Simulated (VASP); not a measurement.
B and the effect of the dispersion correction

The cell as given:

```
B
1.0
     1.62456    0.00000    0.00000
     0.00000    2.86615    0.00000
     0.00000    0.00000    3.91440
B
2
Direct
  0.00000 0.50000 0.60926
  0.50000 0.00000 0.39074
```

This isn't the form of B at room conditions, which is rhombohedral.

Kept alike: task relaxation of cell and atoms; functional RPBE; k mesh 16 × 9 × 7; occupations fermi-dirac, width 0.05 eV; no spin polarisation. Program: VASP, PBE PAW files B, 600 eV. The mesh is that of the run's cell of 2 atoms. No spin-orbit coupling.

| dispersion correction | volume (Å³/atom) | first edge of the run's cell (Å) | third edge of the run's cell (Å) |
| --- | --- | --- | --- |
| D3(zero) | 8.544 | 1.628 | 3.655 |
| D4 | 7.825 | 1.617 | 3.432 |

The relaxations keep at least the cell's symmetry (Pmmn). For a metal such a mesh leaves the last digits unconverged. Relaxations stop with a little pressure left, so the last digits of a volume or edge aren't settled. Runs of this series that gave no sound value for these columns are left out. All rows use potentials made for PBE.

Question: What does the dispersion correction change here?

Answer: The volume runs from 7.825 (D4) to 8.544 Å³/atom (D3(zero)). The first edge of the run's cell runs from 1.617 (D4) to 1.628 Å (D3(zero)). The third edge of the run's cell runs from 3.432 (D4) to 3.655 Å (D3(zero)).
